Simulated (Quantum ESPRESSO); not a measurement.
# GaN/Ga(1-x)Al(x)N (110) interfaces, on the lattice of GaN: a series in the share x of Al, part 2 of 9

What law, if any, do the results for GaN/Ga(1-x)Al(x)N (110) interfaces, on the lattice of GaN follow against the share x of Al?

Quantum ESPRESSO 7.5; plane-wave DFT, LDA, GBRV ultrasoft pseudopotentials.

So far. Step 2 (Variable-cell relaxation of the reference):  The last row is no step: it is a fresh SCF in the final cell with a new plane-wave basis, +2 meV from the row before. The relaxed cell has a = 4.458 Å (conventional setting).

## Step 3: SCF with pw.x of the reference

A bulk run at that cell gives the reference energy and levels.

ref.bulk.in

```
&control
  prefix = 'ref.bulk'
  outdir = './out'
  pseudo_dir = './pseudo'
  calculation = 'scf'
  tprnfor = .true.
/
&system
  ibrav = 0
  nat = 8
  ntyp = 2
  ecutwfc = 40
  ecutrho = 200
  occupations = 'smearing'
  smearing = 'fd'
  degauss = 0.002
  nbnd = 52
/
&electrons
  conv_thr = 1e-09
  mixing_beta = 0.4
  electron_maxstep = 120
/
ATOMIC_SPECIES
  Ga  69.7230  ga_lda_v1.4.uspp.F.UPF
  N   14.0070  n_lda_v1.2.uspp.F.UPF
CELL_PARAMETERS angstrom
  4.45829023100000 0.00000000000000 0.00000000000000
  0.00000000000000 3.15256856000000 0.00000000000000
  0.00000000000000 0.00000000000000 6.30513821000000
ATOMIC_POSITIONS crystal
  Ga  -0.000000535100 0.000000000000 0.000000000000
  N   0.249999839400 0.500000000000 0.000000000000
  Ga  0.500000284900 0.500000000000 0.249999742400
  N   0.750000277100 0.000000000000 0.250000022500
  Ga  -0.000000272200 0.000000000000 0.500000000000
  N   0.249999843900 0.500000000000 0.500000000000
  Ga  0.500000284900 0.500000000000 0.750000257600
  N   0.750000277100 0.000000000000 0.749999977500
K_POINTS automatic
  6 8 4 0 0 0
```

Launch:

```sh
> OMP_NUM_THREADS=1 mpirun -n 4 pw.x -nk 4 -in ref.bulk.in > ref.bulk.out
```

The program printed:

```text
[banner, memory and clock lines left out]
Program PWSCF v.7.5 starts
[citation notice left out]

[...]
Message from routine setup:
[...]
bravais-lattice index     =            0
     lattice parameter (alat)  =       8.4249  a.u.
     unit-cell volume          =     598.0315 (a.u.)^3
     number of atoms/cell      =            8
     number of atomic types    =            2
     number of electrons       =        96.00
     number of Kohn-Sham states=           52
     kinetic-energy cutoff     =      40.0000  Ry
     charge density cutoff     =     200.0000  Ry
     scf convergence threshold =      1.0E-09
     mixing beta               =       0.4000
     number of iterations used =            8  plain     mixing
     Exchange-correlation= SLA  PZ   NOGX NOGC
                           (   1   1   0   0   0   0   0)

[...]
PseudoPot. # 1 for Ga read from file:
     ./pseudo/ga_lda_v1.4.uspp.F.UPF
     Pseudo is Ultrasoft + core correction, Zval = 19.0
     Generated by new atomic code, or converted to UPF format
     Using radial grid of  871 points,  6 beta functions with:
                l(1) =   0
                l(2) =   0
                l(3) =   1
                l(4) =   1
                l(5) =   2
                l(6) =   2
     Q(r) pseudized with  8 coefficients,  rinner =    1.250   1.250   1.250
                                                       1.250   1.250

     PseudoPot. # 2 for N  read from file:
     ./pseudo/n_lda_v1.2.uspp.F.UPF
     Pseudo is Ultrasoft + core correction, Zval =  5.0
     Generated by new atomic code, or converted to UPF format
     Using radial grid of  729 points,  4 beta functions with:
                l(1) =   0
                l(2) =   0
                l(3) =   1
                l(4) =   1
     Q(r) pseudized with  8 coefficients,  rinner =    0.900   0.900   0.900

     atomic species   valence    mass     pseudopotential
     Ga               19.00    69.72300     Ga( 1.00)
     N                 5.00    14.00700     N ( 1.00)

      4 Sym. Ops. (no inversion) found

[...]
number of k points=    60  Fermi-Dirac smearing, width (Ry)=  0.0020
[...]
Dense  grid:    28519 G-vectors     FFT dimensions: (  40,  27,  54)

     Smooth grid:    20353 G-vectors     FFT dimensions: (  36,  24,  48)

     Check: negative core charge=   -0.000002

     Initial potential from superposition of free atoms

     starting charge      92.0000, renormalised to      96.0000
     Starting wfcs are   64 randomized atomic wfcs

     per-process dynamical memory:    60.8 Mb

     Self-consistent Calculation

     iteration #  1     ecut=    40.00 Ry     beta= 0.40
     Davidson diagonalization with overlap
     ethr =  1.00E-02,  avg # of iterations =  2.6

     total energy              =   -1733.83882499 Ry
     estimated scf accuracy    <      20.36233416 Ry

     iteration #  2     ecut=    40.00 Ry     beta= 0.40
[...]
total energy              =   -1740.72986149 Ry
     estimated scf accuracy    <       1.55566652 Ry

     iteration #  3     ecut=    40.00 Ry     beta= 0.40
[...]
total energy              =   -1740.83279392 Ry
     estimated scf accuracy    <       0.13649178 Ry

     iteration #  4     ecut=    40.00 Ry     beta= 0.40
[...]
total energy              =   -1740.85243378 Ry
     estimated scf accuracy    <       0.01105521 Ry

     iteration #  5     ecut=    40.00 Ry     beta= 0.40
[...]
total energy              =   -1740.85284375 Ry
     estimated scf accuracy    <       0.00306235 Ry

     iteration #  6     ecut=    40.00 Ry     beta= 0.40
[...]
total energy              =   -1740.85365434 Ry
     estimated scf accuracy    <       0.00014659 Ry

[...]
iteration #  9     ecut=    40.00 Ry     beta= 0.40
[...]
total energy              =   -1740.85371599 Ry
     estimated scf accuracy    <       0.00000012 Ry

     iteration # 10     ecut=    40.00 Ry     beta= 0.40
[...]
total energy              =   -1740.85371606 Ry
     estimated scf accuracy    <          5.0E-09 Ry

     iteration # 11     ecut=    40.00 Ry     beta= 0.40
[...]
total energy              =   -1740.85371605 Ry
     estimated scf accuracy    <          3.1E-09 Ry

     iteration # 12     ecut=    40.00 Ry     beta= 0.40
[...]
End of self-consistent calculation

          k = 0.0000 0.0000 0.0000 (  2517 PWs)   bands (ev):

   -81.2971 -81.2963 -81.2963 -81.2959 -81.2959 -81.2953 -81.2953 -81.2947
   -81.2947 -81.2940 -81.2940 -81.2940  -5.0854  -4.0655  -4.0655  -3.9070
    -2.5263  -2.5263  -2.5262  -2.4412  -2.4184  -2.4184  -2.3615  -2.3615
    -2.1887  -2.1887  -2.1854  -2.1854  -2.1840  -2.1840  -2.1682  -2.1682
    -2.0832  -1.1162  -1.1162  -0.3381   4.6561   5.5508   5.5508   7.5756
     7.5756   8.1614   8.1614   9.9260   9.9260  11.0139  11.0139  11.0140
    12.9641  14.2820  17.6402  17.6402

          k = 0.0000 0.0000 0.1768 (  2546 PWs)   bands (ev):

   -81.2970 -81.2966 -81.2965 -81.2960 -81.2957 -81.2955 -81.2953 -81.2951
   -81.2946 -81.2945 -81.2944 -81.2943  -4.9597  -4.2919  -3.9582  -3.9066
    -2.5130  -2.5064  -2.4895  -2.4324  -2.4238  -2.4226  -2.4100  -2.2988
    -2.2168  -2.2096  -2.2024  -2.1951  -2.1943  -2.1744  -2.1655  -2.1600
    -2.0960  -1.8341  -0.4091  -0.2490   4.7504   4.9699   6.6575   6.7526
     7.4820   8.3090   8.7727   9.3034   9.9716  10.4493  10.7353  10.9649
    13.8226  14.8851  16.3843  17.1052

[...]
the Fermi energy is    11.8239 ev

!    total energy              =   -1740.85371606 Ry
     estimated scf accuracy    <          5.1E-12 Ry
     smearing contrib. (-TS)   =      -0.00000000 Ry
     internal energy E=F+TS    =   -1740.85371606 Ry

     The total energy is F=E-TS. E is the sum of the following terms:
     one-electron contribution =   -1332.87853376 Ry
     hartree contribution      =     717.60165913 Ry
     xc contribution           =    -213.00548997 Ry
     ewald contribution        =    -912.57135146 Ry

     convergence has been achieved in  12 iterations

     Forces acting on atoms (cartesian axes, Ry/au):

     atom    1 type  1   force =     0.00000200    0.00000000    0.00000000
     atom    2 type  2   force =    -0.00000057    0.00000000    0.00000000
     atom    3 type  1   force =    -0.00000058    0.00000000    0.00000059
     atom    4 type  2   force =    -0.00000020    0.00000000   -0.00000028
     atom    5 type  1   force =    -0.00000038    0.00000000    0.00000000
     atom    6 type  2   force =     0.00000051    0.00000000    0.00000000
     atom    7 type  1   force =    -0.00000058    0.00000000   -0.00000059
     atom    8 type  2   force =    -0.00000020    0.00000000    0.00000028

     Total force =     0.000003     Total SCF correction =     0.000005
     SCF correction compared to forces is large: reduce conv_thr to get better values

[...]
```

Elapsed: 48 s, on 4 MPI ranks of Arm Neoverse V1, shared host; peak memory 0.44 GiB; 3.2 min of CPU time.

This step gave:

- free energy: -23685.5214 eV
- Fermi energy: 11.82 eV
- valence top, on the run's zero: 11.01 eV
- conduction bottom, on the run's zero: 12.96 eV
- gap by band count: 1.950 eV

## Step 4: Potential by pp.x of the reference

plot_num = 11 writes the bare and Hartree potential, from which vacuum levels or, in a crystal, the mean potential are read.

ref.bulk.pot.in

```
&inputpp
  prefix = 'ref.bulk'
  outdir = './out'
  filplot = 'ref.bulk.pot.dat'
  plot_num = 11
/
```

Launch:

```sh
> OMP_NUM_THREADS=1 mpirun -n 4 pp.x -in ref.bulk.pot.in > ref.bulk.pot.out
```

The program printed:

```text
[banner, memory and clock lines left out]
Program POST-PROC v.7.5 starts

          URL

     ./out/ref.bulk.save/

     IMPORTANT: XC functional enforced from input :
     Exchange-correlation= PZ
                           (   1   1   0   0   0   0   0)
     Any further DFT definition will be discarded
     Please, verify this is what you really want

     Check: negative core charge=   -0.000002

     Calling punch_plot, plot_num =  11
     Writing data to file  ref.bulk.pot.dat
     Message from routine chdens:
     namelist plot not found or invalid, exiting
```

The job ended after 0.79 s (4 MPI ranks; peak memory 0.09 GiB; 2.9 s of CPU time).

Electrostatic potential energy of an electron; zero at the highest filled level of the SCF mesh. Potential energy, planar mean against z:

```
z (Å)  potential energy, planar mean (eV)
 0.00                               -11.2
 0.35                               -6.73
 0.58                               -2.70
 0.93                               -2.05
 1.17                               -5.58
 1.52                               -11.0
 1.75                               -9.86
 2.10                               -3.52
 2.34                               -1.35
 2.69                               -4.49
 2.92                               -8.94
 3.27                               -10.6
 3.50                               -6.73
 3.85                               -1.59
 4.09                               -2.05
 4.44                               -7.88
 4.67                               -11.0
 5.02                               -7.88
 5.25                               -3.52
 5.60                               -1.59
 5.84                               -4.49
 6.19                               -10.6
```

[end of part 2 of 9]

[Logs are printed without paths, hosts, clocks, repeated set-up lines and the standing remarks that a program may print on its own settings, such as how far it seeks lower states.]

[Hosts, paths, dates, database ids (printed as entryN), source tags and the programs' standing remarks are cut or masked in the printed files.]

[Maps of the electrostatic potential energy from Ansatz leave out the sawtooth potential of an applied field or a dipole correction, so their vacuum need not be flat; planar profiles and work functions include it.]
